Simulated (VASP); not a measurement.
**Ga: single point with BLYP**

The system is Ga.

```
Ga
1.0
     4.85248    0.00000    0.00000
    -2.42624    4.20237    0.00000
     0.00000    0.00000    3.27574
Ga
3
Direct
  0.00000 0.00000 0.00000
  0.33333 0.66667 0.50000
  0.66667 0.33333 0.50000
```

This isn't the form of Ga at room conditions, which is orthorhombic.

```yaml
Program: VASP 6.6.1
Task: single point
Functional: BLYP
Potentials_or_basis: VASP PAW PBE potentials, release 64 (Ga_d)
Cutoff: 520 eV
k_mesh: 10 × 10 × 13
Occupations: fermi-dirac, width 0.1 eV
Spin: no spin polarisation
Dipole_correction: no
Further_INCAR_settings: ALGO = Normal; EDIFF = 1e-06; NBANDS = 26
```

The pressure is 0.3 GPa and the band gap on the k mesh is none (metal or under the smearing width).

Stress tensor (GPa, compression positive):
```
 0.50  0.00  0.00
 0.00  0.50  0.00
 0.00  0.00 -0.01
```

Levels at points of the mesh, in eV from the Fermi level:
```
           k point  band 15  band 16  band 17  band 18  band 19  band 20  band 21  band 22  band 23  band 24
(0.00, 0.00, 0.00)   -14.77    -9.92    -2.92    -2.46    -0.62    -0.62    -0.35    -0.35     3.38     7.19
(0.50, 0.00, 0.00)   -14.72    -7.82    -7.75    -4.08    -2.77     3.98     4.29     5.39     5.54     5.56
```

Wall time 96 s on 1 thread of AMD EPYC 9R45 96-Core Processor (Zen 5), on a shared host, peak memory 0.23 GiB.

Caveat: the PAW data sets were made with another functional, which shifts forces and pressure a little.
